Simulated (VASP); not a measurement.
# NiSb (Fm-3m) in VASP: relaxation of the atoms with PBEsol+U

Aim: the relaxation of the atoms of NiSb with PBEsol+U.

Program: VASP 6.6.1. These are calculated values, not measurements. Logs are shortened: lines on timing, memory, paths and dates and some standing lists are left out, and cuts for length are marked.

### 1 Starting point

Symmetry: Fm-3m, No. 225, cubic system. The conventional cell has a = 5.574 Å, b = 5.574 Å, c = 5.574 Å, α = 90.00°, β = 90.00°, γ = 90.00°. Ni (site symmetry m-3m) has 6 Sb at 2.79 Å as nearest neighbours. Sb (site symmetry m-3m) has 6 Ni at 2.79 Å as nearest neighbours.

The cell was built by a generator and needn't be a form met in nature.

### 2 Relaxation of the atoms, PBEsol+U, collinear spin, typed start

INCAR reads:

```
SYSTEM = NiSb
PREC     = Accurate       ! precision mode
ENCUT    = 520            ! plane-wave cutoff, eV
EDIFF    = 1E-6           ! SCF threshold, eV
ISMEAR   = 0              ! smearing method
SIGMA    = 0.0747         ! smearing width, eV
LREAL    = .False.        ! projectors in reciprocal space
LASPH    = .True.         ! aspherical terms in the spheres
NELM     = 150            ! most SCF steps
ALGO     = Normal         ! electronic algorithm
ISIF     = 2              ! what is computed and relaxed
LWAVE    = .False.        ! write WAVECAR
LCHARG   = .False.        ! write CHGCAR
ISPIN    = 2              ! spin polarisation
MAGMOM   = 3 3 0 0        ! initial moments
LORBIT   = 11             ! projections on sites
LMAXMIX  = 4              ! l up to which the mixer works
LDAU     = .True.         ! DFT+U
LDAUTYPE = 2            
LDAUL    = 2 -1           ! shell
LDAUU    = 5.87 0         ! U, eV
LDAUJ    = 0 0          
LDAUPRINT= 1            
GGA      = PS             ! functional
IBRION   = 2              ! ionic algorithm
NSW      = 80             ! ionic steps
EDIFFG   = -0.03          ! ionic threshold
ISYM     = 0
```

KPOINTS reads:

```
Automatic mesh
0
Gamma
  6 6 6
  0 0 0
```

POSCAR reads:

```
NiSb
1.0
    5.5737736000      2.7868868000      2.7868868000
    2.7868868000      5.5737736000      2.7868868000
    2.7868868000      2.7868868000      5.5737736000
Ni Sb
2 2
Direct
    0.0000000000      0.0000000000      0.0000000000
    0.5000000000      0.5000000000      0.5000000000
    0.2500000000      0.2500000000      0.2500000000
    0.7500000000      0.7500000000      0.7500000000
```

Potentials or basis: VASP PAW PBE potentials, release 64 (Ni, Sb).

Command:

```console
cat potpaw_PBE.64/Ni/POTCAR potpaw_PBE.64/Sb/POTCAR > POTCAR
mpirun -np 1 vasp_std > vasp.out
```

OUTCAR:

```text
SYSTEM = NiSb
   PREC = Accurate
   ENCUT = 520
   EDIFF = 1E-6
   ISMEAR = 0
   LREAL = .False.
   LASPH = .True.
   NELM = 150
   ISIF = 2
   ISPIN = 2
   LORBIT = 11
   GGA = PS
   IBRION = 2
   NSW = 80
   EDIFFG = -0.03
   ISYM = 0

 ion  position               nearest neighbor table
   1  0.000  0.000  0.000-   4 2.79   4 2.79   4 2.79   3 2.79   3 2.79   3 2.79
   2  0.500  0.500  0.500-   3 2.79   3 2.79   3 2.79   4 2.79   4 2.79   4 2.79
   3  0.250  0.250  0.250-   1 2.79   1 2.79   1 2.79   2 2.79   2 2.79   2 2.79
   4  0.750  0.750  0.750-   2 2.79   2 2.79   2 2.79   1 2.79   1 2.79   1 2.79

IMPORTANT INFORMATION: All symmetrisations will be switched off!
NOSYMM: (Re-)initialisation of all symmetry stuff for point group C_1.

----------------------------------------------------------------------------------------

                                     Primitive cell

  volume of cell :      86.5801

  direct lattice vectors                    reciprocal lattice vectors
     5.573773600  2.786886800  2.786886800     0.269117497 -0.089705832 -0.089705832
     2.786886800  5.573773600  2.786886800    -0.089705832  0.269117497 -0.089705832
     2.786886800  2.786886800  5.573773600    -0.089705832 -0.089705832  0.269117497

  length of vectors
     6.826450631  6.826450631  6.826450631     0.297520587  0.297520587  0.297520587

  position of ions in fractional coordinates (direct lattice)
     0.000000000  0.000000000  0.000000000
     0.500000000  0.500000000  0.500000000
     0.250000000  0.250000000  0.250000000
     0.750000000  0.750000000  0.750000000

  ion indices of the primitive-cell ions
   primitive index   ion index
                 1           1
                 2           2
                 3           3
                 4           4

----------------------------------------------------------------------------------------

 KPOINTS: Automatic mesh

Automatic generation of k-mesh.
 Grid dimensions read from file:
 generate k-points for:    6    6    6

 Generating k-lattice:

  Cartesian coordinates                     Fractional coordinates (reciprocal lattice)
     0.044852916 -0.014950972 -0.014950972     0.166666667  0.000000000  0.000000000
    -0.014950972  0.044852916 -0.014950972     0.000000000  0.166666667  0.000000000
    -0.014950972 -0.014950972  0.044852916     0.000000000  0.000000000  0.166666667

  Length of vectors
     0.049586765  0.049586765  0.049586765

  Shift w.r.t. Gamma in fractional coordinates (k-lattice)
     0.000000000  0.000000000  0.000000000

 Subroutine IBZKPT returns following result:
 ===========================================

 Found    112 irreducible k-points:

 Following reciprocal coordinates:
            Coordinates               Weight
  0.000000  0.000000  0.000000      1.000000
  0.166667  0.000000  0.000000      2.000000
  0.000000  0.166667  0.000000      2.000000
  0.000000  0.000000  0.166667      2.000000
  0.333333 -0.000000 -0.000000      2.000000
 -0.000000  0.333333 -0.000000      2.000000
[... 16 lines left out ...]
 -0.166667  0.500000 -0.000000      2.000000
  0.166667  0.000000  0.500000      2.000000
 [... further k-points ...]
   k-points           NKPTS =    112   k-points in BZ     NKDIM =    112   number of bands    NBANDS=     22
   number of dos      NEDOS =    301   number of ions     NIONS =      4
[... 92 lines left out ...]

  o =  0.4248  v =  0.0000  0.0000  0.0000  0.0000  0.0000  0.0008 -0.0007 -0.9251 -0.0001  0.3796      0.0000  0.0000  0.0000  0.0000  0.0000  0.0000  0.0000  0.0000  0.0000  0.0000
  o =  0.4250  v =  0.0000  0.0000  0.0000  0.0000  0.0000 -0.0004 -0.0006  0.3796  0.0009  0.9251      0.0000  0.0000  0.0000  0.0000  0.0000  0.0000  0.0000  0.0000  0.0000  0.0000
  o =  0.9418  v = -0.0165  0.0423  0.3902 -0.0256 -0.9193  0.0000  0.0000  0.0000  0.0000  0.0000      0.0000  0.0000  0.0000  0.0000  0.0000  0.0000  0.0000  0.0000  0.0000  0.0000
  o =  0.9419  v =  0.0395 -0.0051 -0.9192 -0.0343 -0.3902  0.0000  0.0000  0.0000  0.0000  0.0000      0.0000  0.0000  0.0000  0.0000  0.0000  0.0000  0.0000  0.0000  0.0000  0.0000
  o =  0.9518  v =  0.0000  0.0000  0.0000  0.0000  0.0000  0.3740  0.4171  0.0005 -0.8283  0.0010      0.0000  0.0000  0.0000  0.0000  0.0000  0.0000  0.0000  0.0000  0.0000  0.0000
  o =  0.9518  v =  0.0000  0.0000  0.0000  0.0000  0.0000  0.7176 -0.6960  0.0010 -0.0265 -0.0005      0.0000  0.0000  0.0000  0.0000  0.0000  0.0000  0.0000  0.0000  0.0000  0.0000
  o =  0.9520  v =  0.0000  0.0000  0.0000  0.0000  0.0000  0.5875  0.5845  0.0000  0.5596  0.0000      0.0000  0.0000  0.0000  0.0000  0.0000  0.0000  0.0000  0.0000  0.0000  0.0000
  o =  0.9557  v =  0.4223  0.3860  0.0275 -0.8185  0.0446  0.0000  0.0000  0.0000  0.0000  0.0000      0.0000  0.0000  0.0000  0.0000  0.0000  0.0000  0.0000  0.0000  0.0000  0.0000
  o =  0.9557  v =  0.6958 -0.7161  0.0446  0.0212 -0.0271  0.0000  0.0000  0.0000  0.0000  0.0000      0.0000  0.0000  0.0000  0.0000  0.0000  0.0000  0.0000  0.0000  0.0000  0.0000
  o =  0.9564  v =  0.5795  0.5800  0.0001  0.5726  0.0004  0.0000  0.0000  0.0000  0.0000  0.0000      0.0000  0.0000  0.0000  0.0000  0.0000  0.0000  0.0000  0.0000  0.0000  0.0000

atom =   2  type =  1  l = 2

 onsite density matrix

spin component  1

  0.9559  0.0003  0.0006  0.0003  0.0000
  0.0003  0.9559 -0.0003  0.0003  0.0005
  0.0006 -0.0003  0.9419 -0.0003  0.0000
  0.0003  0.0003 -0.0003  0.9559 -0.0005
  0.0000  0.0005  0.0000 -0.0005  0.9419

spin component  2

  0.9519  0.0001  0.0005  0.0001  0.0000
  0.0001  0.9519 -0.0002  0.0001  0.0004
  0.0005 -0.0002  0.4248 -0.0002 -0.0000
  0.0001  0.0001 -0.0002  0.9519 -0.0004
  0.0000  0.0004 -0.0000 -0.0004  0.4250

 occupancies and eigenvectors

  o =  0.4248  v =  0.0000  0.0000  0.0000  0.0000  0.0000  0.0009 -0.0003 -0.9878 -0.0006 -0.1558      0.0000  0.0000  0.0000  0.0000  0.0000  0.0000  0.0000  0.0000  0.0000  0.0000
  o =  0.4250  v =  0.0000  0.0000  0.0000  0.0000  0.0000 -0.0001  0.0008  0.1558 -0.0007 -0.9878      0.0000  0.0000  0.0000  0.0000  0.0000  0.0000  0.0000  0.0000  0.0000  0.0000
  o =  0.9419  v = -0.0067  0.0398  0.1598 -0.0329 -0.9858  0.0000  0.0000  0.0000  0.0000  0.0000      0.0000  0.0000  0.0000  0.0000  0.0000  0.0000  0.0000  0.0000  0.0000  0.0000
  o =  0.9419  v =  0.0419 -0.0150 -0.9858 -0.0269 -0.1598  0.0000  0.0000  0.0000  0.0000  0.0000      0.0000  0.0000  0.0000  0.0000  0.0000  0.0000  0.0000  0.0000  0.0000  0.0000
  o =  0.9518  v =  0.0000  0.0000  0.0000  0.0000  0.0000 -0.1964  0.7924 -0.0002 -0.5776  0.0010      0.0000  0.0000  0.0000  0.0000  0.0000  0.0000  0.0000  0.0000  0.0000  0.0000
  o =  0.9518  v =  0.0000  0.0000  0.0000  0.0000  0.0000 -0.7829  0.2279 -0.0010  0.5789 -0.0003      0.0000  0.0000  0.0000  0.0000  0.0000  0.0000  0.0000  0.0000  0.0000  0.0000
  o =  0.9520  v =  0.0000  0.0000  0.0000  0.0000  0.0000  0.5903  0.5659  0.0000  0.5756  0.0000      0.0000  0.0000  0.0000  0.0000  0.0000  0.0000  0.0000  0.0000  0.0000  0.0000
  o =  0.9557  v =  0.2923 -0.8083  0.0188  0.5084 -0.0485  0.0000  0.0000  0.0000  0.0000  0.0000      0.0000  0.0000  0.0000  0.0000  0.0000  0.0000  0.0000  0.0000  0.0000  0.0000
  o =  0.9557  v = -0.7588  0.1262 -0.0485  0.6369 -0.0188  0.0000  0.0000  0.0000  0.0000  0.0000      0.0000  0.0000  0.0000  0.0000  0.0000  0.0000  0.0000  0.0000  0.0000  0.0000
  o =  0.9564  v =  0.5805  0.5735  0.0002  0.5780 -0.0001  0.0000  0.0000  0.0000  0.0000  0.0000      0.0000  0.0000  0.0000  0.0000  0.0000  0.0000  0.0000  0.0000  0.0000  0.0000

 number of electron      30.0000004 magnetization       1.8590449

 Free energy of the ion-electron system (eV)
  ---------------------------------------------------
  ext. energy  EPLUGINS =         0.00000000
  ---------------------------------------------------
  free energy    TOTEN  =       -13.84471509 eV

  energy without entropy =      -13.83557265  energy(sigma->0) =      -13.84014387

 E-fermi :   6.7328     XC(G=0): -10.5373

 val. band max:        6.7148618628   @ k =   0.0000  -0.1667   0.1667
 cond. band min:       6.7516958646   @ k =   0.0000   0.0000   0.1667
 fundamental gap:      0.0368340018
 Fermi energy:         6.7327647480

 spin component 1

 k-point     1 :       0.0000    0.0000    0.0000
  band No.  band energies     occupation
      1      -4.3786      1.00000
      2      -2.2233      1.00000
      3       0.9801      1.00000
      4       1.5834      1.00000
      5       1.5839      1.00000
      6       1.9195      1.00000
[... 1193 lines left out ...]
     21      12.8302      0.00000
     22      13.5313      0.00000

 [... further k-points ...]

------------------------ aborting loop because EDIFF is reached ----------------------------------------

  FORCE on cell =-STRESS in cart. coord.  units (eV):
  Direction    XX          YY          ZZ          XY          YZ          ZX
  --------------------------------------------------------------------------------------
  -------------------------------------------------------------------------------------
  Total       -5.9071051     -5.9077846     -5.9061584     -0.0258991     -0.0258999     -0.0258281
  in kB     -109.3118654   -109.3244384   -109.2943454     -0.4792668     -0.4792818     -0.4779531
  external PRESSURE =    -109.3102164 kB  Pullay stress =       0.0000000 kB

 VOLUME and BASIS-vectors are now :
 -----------------------------------------------------------------------------
  energy-cutoff  :      520.00
  volume of cell :       86.58
      direct lattice vectors                 reciprocal lattice vectors
     5.573773600  2.786886800  2.786886800     0.269117497 -0.089705832 -0.089705832
     2.786886800  5.573773600  2.786886800    -0.089705832  0.269117497 -0.089705832
     2.786886800  2.786886800  5.573773600    -0.089705832 -0.089705832  0.269117497

 POSITION                                       TOTAL-FORCE (eV/Angst)
 -----------------------------------------------------------------------------------
      0.00000      0.00000      0.00000        -0.000000     -0.000000      0.000000
      5.57377      5.57377      5.57377         0.000000      0.000000     -0.000000
      2.78689      2.78689      2.78689        -0.000032      0.000101      0.000049
      8.36066      8.36066      8.36066         0.000032     -0.000101     -0.000048
 -----------------------------------------------------------------------------------
    total drift:                                0.000000     -0.000000      0.000000

  FREE ENERGIE OF THE ION-ELECTRON SYSTEM (eV)
  ---------------------------------------------------
  free  energy   TOTEN  =       -13.8447150938 eV

  energy  without entropy=      -13.8355726520  energy(sigma->0) =      -13.84014387

 reached required accuracy - stopping structural energy minimisation

 total charge

# of ion       s       p       d       tot
------------------------------------------
    1        0.396   0.282   8.433   9.111
    2        0.396   0.282   8.433   9.111
    3        1.166   1.174   0.028   2.368
    4        1.166   1.174   0.028   2.368
--------------------------------------------------
tot          3.123   2.913  16.921  22.957

 magnetization (x)

# of ion       s       p       d       tot
------------------------------------------
    1        0.026   0.013   1.047   1.086
    2        0.026   0.013   1.047   1.086
    3        0.018  -0.099   0.003  -0.078
    4        0.018  -0.099   0.003  -0.078
--------------------------------------------------
tot          0.088  -0.172   2.099   2.015
```

Run time: 36 min. Hardware: 1 thread of Intel Xeon 6975P-C (Granite Rapids), shared host; peak memory 0.73 GiB.

What came out:

| Item | Value |
| --- | --- |
| Free energy | -13.8447 eV |
| Pressure after relaxing | -10.9 GPa |
| Band gap on the k mesh | none (metal or under the smearing width) |
| Net moment | 1.86 μB per cell |
| Site moments | Ni +1.09; Sb -0.08 μB |
| Valence electrons inside the program's atomic spheres | Ni 9.11; Sb 2.37 |

Final structure:
```
Ni Sb
1.0
     5.57377    2.78689    2.78689
     2.78689    5.57377    2.78689
     2.78689    2.78689    5.57377
Ni Sb
2 2
Direct
  0.00000 0.00000 0.00000
  0.50000 0.50000 0.50000
  0.25000 0.25000 0.25000
  0.75000 0.75000 0.75000
```

Levels at points of the mesh, in eV from the Fermi level:
Spin up:
| k point | band 12 | band 13 | band 14 | band 15 | band 16 | band 17 | band 18 | band 19 | band 20 | band 21 |
| --- | --- | --- | --- | --- | --- | --- | --- | --- | --- | --- |
| (0.00, 0.00, 0.00) | -4.13 | -3.59 | 1.75 | 1.75 | 1.75 | 2.14 | 2.14 | 4.59 | 4.89 | 5.30 |
| (0.50, 0.00, 0.00) | -4.09 | -3.29 | -3.29 | -1.03 | -1.03 | 0.18 | 0.18 | 3.00 | 3.00 | 7.13 |
| (0.00, 0.50, 0.00) | -4.09 | -3.29 | -3.29 | -1.03 | -1.03 | 0.18 | 0.18 | 3.00 | 3.00 | 7.13 |
| (0.00, 0.00, 0.50) | -4.09 | -3.29 | -3.29 | -1.03 | -1.03 | 0.18 | 0.18 | 3.00 | 3.00 | 7.13 |
| (0.50, 0.50, 0.00) | -4.02 | -3.87 | -3.58 | -1.02 | -1.02 | 0.79 | 2.14 | 2.14 | 4.59 | 4.59 |
| (0.50, 0.00, 0.50) | -4.02 | -3.87 | -3.58 | -1.02 | -1.02 | 0.79 | 2.14 | 2.14 | 4.59 | 4.59 |
| (0.00, 0.50, 0.50) | -4.02 | -3.87 | -3.58 | -1.02 | -1.02 | 0.79 | 2.14 | 2.14 | 4.59 | 4.59 |
| (0.50, 0.50, 0.50) | -4.21 | -1.90 | -1.90 | 1.88 | 1.88 | 1.88 | 1.88 | 5.33 | 5.33 | 6.78 |
Spin down:
```csv
k point,band 10,band 11,band 12,band 13,band 14,band 15,band 16,band 17,band 18,band 19
"(0.00, 0.00, 0.00)",-1.41,-1.41,-0.38,-0.38,1.66,1.66,1.67,3.21,3.21,4.58
"(0.50, 0.00, 0.00)",-2.96,-2.10,-2.10,-1.33,-1.33,0.87,0.87,1.07,1.07,3.20
"(0.00, 0.50, 0.00)",-2.96,-2.10,-2.10,-1.33,-1.33,0.87,0.87,1.07,1.07,3.20
"(0.00, 0.00, 0.50)",-2.96,-2.10,-2.10,-1.33,-1.33,0.87,0.87,1.07,1.07,3.20
"(0.50, 0.50, 0.00)",-3.01,-1.42,-1.41,-1.09,-1.09,-0.21,0.07,1.39,3.20,3.21
"(0.50, 0.00, 0.50)",-3.01,-1.41,-1.41,-1.09,-1.09,-0.20,0.07,1.39,3.20,3.21
"(0.00, 0.50, 0.50)",-3.01,-1.41,-1.41,-1.09,-1.09,-0.21,0.07,1.39,3.20,3.21
"(0.50, 0.50, 0.50)",-1.79,-1.00,-1.00,-1.00,-1.00,2.39,2.39,2.39,2.39,5.37
```

Eigenvalues of the final occupation matrices:
```
    site  spin  trace               eigenvalues
site 1 d     1   4.75  0.94 0.94 0.96 0.96 0.96
site 1 d     2   3.71  0.42 0.43 0.95 0.95 0.95
site 2 d     1   4.75  0.94 0.94 0.96 0.96 0.96
site 2 d     2   3.71  0.42 0.42 0.95 0.95 0.95
```

Caveat: the relaxation stopped at its first step, so nothing moved; the PAW data sets were made with another functional, which shifts forces and pressure a little; the U is typed as a test and isn't derived for this compound. The run has no spin-orbit coupling, so splittings on Sb are missing.
